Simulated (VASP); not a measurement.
# HgTe in VASP: work function with PBE

Aim: the work function of HgTe with PBE.

Program: VASP 6.6.1. These are calculated values, not measurements. Logs are shortened: lines on timing, memory, paths and dates and some standing lists are left out, and cuts for length are marked.

### 1 The undisturbed slab

The cell holds a slab with vacuum, 6 atoms: a = 4.559 Å, b = 4.559 Å, c = 23.375 Å, α = 90.00°, β = 90.00°, γ = 120.00°.

### 2 Work function, PBE (the (1 1 1) slab of HgTe, cut from the database cell, not relaxed)

File INCAR:

```
  PREC = Accurate
  ENCUT = 520
  EDIFF = 1E-6
  ISMEAR = 0
  SIGMA = 0.05
  LREAL = False
  LASPH = True
  NELM = 100
  ALGO = Fast
  ISIF = 2
  LWAVE = False
  LCHARG = True
  LDIPOL = True
  IDIPOL = 3
  DIPOL = 0.5 0.5 0.500
  GGA = PE
  LELF = True
  LVHAR = True
  LVACPOTAV = True
```

File KPOINTS:

```
Automatic mesh
0
Gamma
  7 7 1
```

File POSCAR:

```
HgTe
1.0
    4.5587174183      0.0000000000      0.0000000000
   -2.2793587092      3.9479650929      0.0000000000
    0.0000000000      0.0000000000     23.3748986673
Te Hg
3 3
Direct
    0.0000000000      0.0000000000      0.3208570059
    0.3333333333      0.6666666667      0.4800952229
    0.6666666667      0.3333333333      0.6393334398
    0.3333333333      0.6666666667      0.3606665602
    0.6666666667      0.3333333333      0.5199047771
    0.0000000000      0.0000000000      0.6791429941
```

Potentials or basis: VASP PAW PBE potentials, release 64 (Te, Hg).

The run is started by

```bash
$ cat potpaw_PBE.64/Te/POTCAR potpaw_PBE.64/Hg/POTCAR > POTCAR
$ mpirun -np 1 vasp_std > vasp.out
```

OUTCAR:

```text
PREC = Accurate
   ENCUT = 520
   EDIFF = 1E-6
   ISMEAR = 0
   LREAL = False
   LASPH = True
   NELM = 100
   ISIF = 2
   GGA = PE

 ion  position               nearest neighbor table
   1  0.000  0.000  0.321-   4 2.79   4 2.79   4 2.79
   2  0.333  0.667  0.480-   5 2.79   5 2.79   4 2.79   5 2.79
   3  0.667  0.333  0.639-   5 2.79   6 2.79   6 2.79   6 2.79
   4  0.333  0.667  0.361-   2 2.79   1 2.79   1 2.79   1 2.79
   5  0.667  0.333  0.520-   2 2.79   2 2.79   3 2.79   2 2.79
   6  0.000  0.000  0.679-   3 2.79   3 2.79   3 2.79

  LATTYP: Found a hexagonal cell.
 ALAT       =     4.5587174183
 C/A-ratio  =     5.1275164750

  Lattice vectors:

 A1 = (   4.5587174183,   0.0000000000,   0.0000000000)
 A2 = (  -2.2793587092,   3.9479650929,   0.0000000000)
 A3 = (   0.0000000000,   0.0000000000,  23.3748986673)

Analysis of symmetry for initial positions (statically):
=====================================================================
 Subroutine PRICEL returns:
 Original cell was already a primitive cell.

 Routine SETGRP: Setting up the symmetry group for a
 hexagonal supercell.

 Subroutine GETGRP returns: Found  6 space group operations
 (whereof  6 operations were pure point group operations)
 out of a pool of 24 trial point group operations.

The static configuration has the point symmetry C_3v.

Analysis of symmetry for dynamics (positions and initial velocities):
=====================================================================
 Subroutine PRICEL returns:
 Original cell was already a primitive cell.

 Routine SETGRP: Setting up the symmetry group for a
 hexagonal supercell.

 Subroutine GETGRP returns: Found  6 space group operations
 (whereof  6 operations were pure point group operations)
 out of a pool of 24 trial point group operations.

The dynamic configuration has the point symmetry C_3v.

 Subroutine INISYM returns: Found  6 space group operations
 (whereof  6 operations are pure point group operations),
 and found     1 'primitive' translations

----------------------------------------------------------------------------------------

                                     Primitive cell

  volume of cell :     420.6934

  direct lattice vectors                    reciprocal lattice vectors
     4.558717418  0.000000000  0.000000000     0.219359945  0.126647523  0.000000000
    -2.279358709  3.947965093  0.000000000     0.000000000  0.253295046  0.000000000
     0.000000000  0.000000000 23.374898667     0.000000000  0.000000000  0.042780934

  length of vectors
     4.558717418  4.558717418 23.374898667     0.253295046  0.253295046  0.042780934

  position of ions in fractional coordinates (direct lattice)
     0.000000000  0.000000000  0.320857006
     0.333333333  0.666666667  0.480095223
     0.666666667  0.333333333  0.639333440
     0.333333333  0.666666667  0.360666560
     0.666666667  0.333333333  0.519904777
     0.000000000  0.000000000  0.679142994

  ion indices of the primitive-cell ions
   primitive index   ion index
                 1           1
                 2           2
                 3           3
                 4           4
                 5           5
                 6           6

----------------------------------------------------------------------------------------

 KPOINTS: Automatic mesh

Automatic generation of k-mesh.
 Grid dimensions read from file:
 generate k-points for:    7    7    1

 Generating k-lattice:

  Cartesian coordinates                     Fractional coordinates (reciprocal lattice)
     0.031337135  0.018092503  0.000000000     0.142857143  0.000000000  0.000000000
     0.000000000  0.036185007  0.000000000     0.000000000  0.142857143  0.000000000
     0.000000000  0.000000000  0.042780934     0.000000000  0.000000000  1.000000000

  Length of vectors
     0.036185007  0.036185007  0.042780934

  Shift w.r.t. Gamma in fractional coordinates (k-lattice)
     0.000000000  0.000000000  0.000000000

 Subroutine IBZKPT returns following result:
 ===========================================

 Found      8 irreducible k-points:

 Following reciprocal coordinates:
            Coordinates               Weight
  0.000000  0.000000  0.000000      1.000000
  0.142857  0.000000  0.000000      6.000000
  0.285714  0.000000  0.000000      6.000000
  0.428571  0.000000  0.000000      6.000000
  0.142857  0.142857  0.000000      6.000000
  0.285714  0.142857  0.000000     12.000000
  0.428571  0.142857  0.000000      6.000000
  0.285714  0.285714  0.000000      6.000000
   k-points           NKPTS =      8   k-points in BZ     NKDIM =      8   number of bands    NBANDS=     32
   number of dos      NEDOS =    301   number of ions     NIONS =      6
   total plane-waves  NPLWV = 233280
   dimension x,y,z NGX =    36 NGY =   36 NGZ =  180
   dimension x,y,z NGXF=    72 NGYF=   72 NGZF=  360
   ions per type =               3   3
   NGX,Y,Z   is equivalent  to a cutoff of  13.13, 13.13, 12.80 a.u.
   NGXF,Y,Z  is equivalent  to a cutoff of  26.26, 26.26, 25.60 a.u.
 SYSTEM =  unknown system
   PREC   = accura    normal or accurate (medium, high low for compatibility)
   ISTART =      0    job   : 0-new  1-cont  2-samecut
   ICHARG =      2    charge: 1-file 2-atom 10-const
   ISPIN  =      1    spin polarized calculation?
   LNONCOLLINEAR =      F non collinear calculations
   LSORBIT =      F    spin-orbit coupling
   LASPH  =      T    aspherical Exc in radial PAW
   ENCUT  =  520.0 eV  38.22 Ry    6.18 a.u.   8.48  8.48 43.46*2*pi/ulx,y,z
   NELM   =    100;   NELMIN=  2; NELMDL= -5     # of ELM steps
   EDIFF  = 0.1E-05   stopping-criterion for ELM
   LREAL  =      F    real-space projection
   EDIFFG = 0.1E-04   stopping-criterion for IOM
   NSW    =      0    number of steps for IOM
   IBRION =     -1    ionic relax: 0-MD 1-quasi-New 2-CG
   NFREE  =      0    steps in history (QN), initial steepest desc. (CG)
   ISIF   =      2    stress and relaxation
   ISYM   =      2    0-nonsym 1-usesym 2-fastsym
   POTIM  = 0.5000    time-step for ionic-motion
   TEBEG  =    0.0;   TEEND  =   0.0 temperature during run
   PSTRESS=    0.0 pullay stress
   NELECT =      54.0000    total number of electrons
   NUPDOWN=      -1.0000    fix difference up-down
   EMIN   =  10.00;   EMAX   =-10.00  energy-range for DOS
   EFERMI =   0.00;   METHOD = LEGACY
   ISMEAR =     0;   SIGMA  =   0.05  broadening in eV -4-tet -1-fermi 0-gaus
   EFERMI_NEDOS =   21; number of points for ismear=-14 and -15
   IALGO  =     68    algorithm
   IMIX   =      4    mixing-type and parameters
     AMIX     =   0.40;   BMIX     =  1.00
     AMIX_MAG =   1.60;   BMIX_MAG =  1.00
  volume/ion in A,a.u.               =      70.12       473.16
  Fermi-wavevector in a.u.,A,eV,Ry     =   0.825818  1.560569  9.278831  0.681975
  Thomas-Fermi vector in A             =   1.937742
   LORBIT       =      0    0 simple, 1 ext, 2 COOP (PROOUT), +10 PAW based schemes
   GGA     = PE    functional components
   LHFCALC =     F    Hartree Fock is set to
   AEXX    =    0.0000 exact exchange contribution
   IVDW    =     0    specifies the selected vdW correction
   LEPSILON=     F    determine dielectric tensor
   LRPA    =     F    only Hartree local field effects (RPA)
 non-spin polarized calculation
 RMM-DIIS sequential band-by-band and
 Gauss-broadening in eV      SIGMA  =   0.05
  energy-cutoff  :      520.00
  volume of cell :      420.69
 maximum number of plane-waves:     11421
 NGX is ok and might be reduce to    36
   NGX = 17   NGY = 17   NGZ = 87

 dipolmoment           0.000000      0.000000      0.058286 electrons x Angstroem

 number of electron      54.0000008 magnetization

 dipolmoment           0.000000      0.000000     -0.214832 electrons x Angstroem

 Free energy of the ion-electron system (eV)
  ---------------------------------------------------
  ext. energy  EPLUGINS =         0.00000000
  ---------------------------------------------------
  free energy    TOTEN  =        -9.83094739 eV

  energy without entropy =       -9.82527916  energy(sigma->0) =       -9.82811328

 E-fermi :  -0.7008     XC(G=0):  -4.7308

 val. band max:       -0.7338877812   @ k =   0.1429   0.0000   0.0000
 cond. band min:      -0.6876430308   @ k =   0.4286   0.0000   0.0000
 fundamental gap:      0.0462447504
 Fermi energy:        -0.7008240916

 k-point     1 :       0.0000    0.0000    0.0000
  band No.  band energies     occupation
      1     -13.3298      2.00000
      2     -12.6940      2.00000
      3     -11.5756      2.00000
      4      -8.7425      2.00000
      5      -8.7425      2.00000
      6      -8.5464      2.00000
[... 24 lines left out ...]
     31       1.1337      0.00000
     32       4.2961      0.00000

 k-point     2 :       0.1429    0.0000    0.0000
  band No.  band energies     occupation
      1     -13.2549      2.00000
      2     -12.6245      2.00000
      3     -11.5007      2.00000
      4      -8.7160      2.00000
      5      -8.7072      2.00000
      6      -8.5232      2.00000
[... 24 lines left out ...]
     31       1.4596      0.00000
     32       2.6765      0.00000
[... 173 lines left out ...]
     31       2.0041      0.00000
     32       2.8719      0.00000

 k-point     8 :       0.2857    0.2857    0.0000
  band No.  band energies     occupation
      1     -12.8677      2.00000
      2     -12.2729      2.00000
      3     -11.1211      2.00000
      4      -8.5658      2.00000
      5      -8.4439      2.00000
      6      -8.3501      2.00000
[... 24 lines left out ...]
     31       2.9941      0.00000
     32       3.2292      0.00000

------------------------ aborting loop because EDIFF is reached ----------------------------------------

  FORCE on cell =-STRESS in cart. coord.  units (eV):
  Direction    XX          YY          ZZ          XY          YZ          ZX
  --------------------------------------------------------------------------------------
  -------------------------------------------------------------------------------------
  Total        3.9764726      3.9764726      4.5715433     -0.0000000      0.0000000     -0.0000000
  in kB       15.1440791     15.1440791     17.4103583     -0.0000000      0.0000000     -0.0000000
  external PRESSURE =      15.8995055 kB  Pullay stress =       0.0000000 kB

 VOLUME and BASIS-vectors are now :
 -----------------------------------------------------------------------------
  energy-cutoff  :      520.00
  volume of cell :      420.69
      direct lattice vectors                 reciprocal lattice vectors
     4.558717418  0.000000000  0.000000000     0.219359945  0.126647523  0.000000000
    -2.279358709  3.947965093  0.000000000     0.000000000  0.253295046  0.000000000
     0.000000000  0.000000000 23.374898667     0.000000000  0.000000000  0.042780934

 POSITION                                       TOTAL-FORCE (eV/Angst)
 -----------------------------------------------------------------------------------
      0.00000      0.00000      7.50000        -0.000000      0.000000     -0.221716
     -0.00000      2.63198     11.22218         0.000000      0.000000      0.467378
      2.27936      1.31599     14.94435         0.000000     -0.000000      0.916843
     -0.00000      2.63198      8.43054         0.000000      0.000000     -0.551150
      2.27936      1.31599     12.15272        -0.000000     -0.000000     -0.453224
      0.00000      0.00000     15.87490        -0.000000     -0.000000     -0.158131
 -----------------------------------------------------------------------------------
    total drift:                                0.000000      0.000000     -0.001399

  FREE ENERGIE OF THE ION-ELECTRON SYSTEM (eV)
  ---------------------------------------------------
  free  energy   TOTEN  =        -9.8309473869 eV

  energy  without entropy=       -9.8252791648  energy(sigma->0) =       -9.82811328

 vacuum level on the upper side and lower side of the slab         2.649         4.809
```

It took 4.2 min on 1 thread of Intel Xeon 6975P-C (Granite Rapids), shared host; peak memory 0.57 GiB.

Results:

* Free energy: -9.8309 eV
* Largest force: 0.917 eV/Å
* Band gap on the k mesh: none (metal or under the smearing width)
* Work function of the upper face: 3.35 eV
* Work function of the lower face: 5.51 eV

Forces on the atoms (eV/Å):
```
Te   0.000  0.000 -0.222
Te   0.000  0.000  0.467
Te   0.000  0.000  0.917
Hg   0.000  0.000 -0.551
Hg   0.000  0.000 -0.453
Hg   0.000  0.000 -0.158
```

Levels at points of the mesh, in eV from the Fermi level:
```csv
k point,band 24,band 25,band 26,band 27,band 28,band 29,band 30,band 31
"(0.00, 0.00, 0.00)",-0.75,-0.75,-0.05,0.23,0.23,0.39,1.09,1.83
```
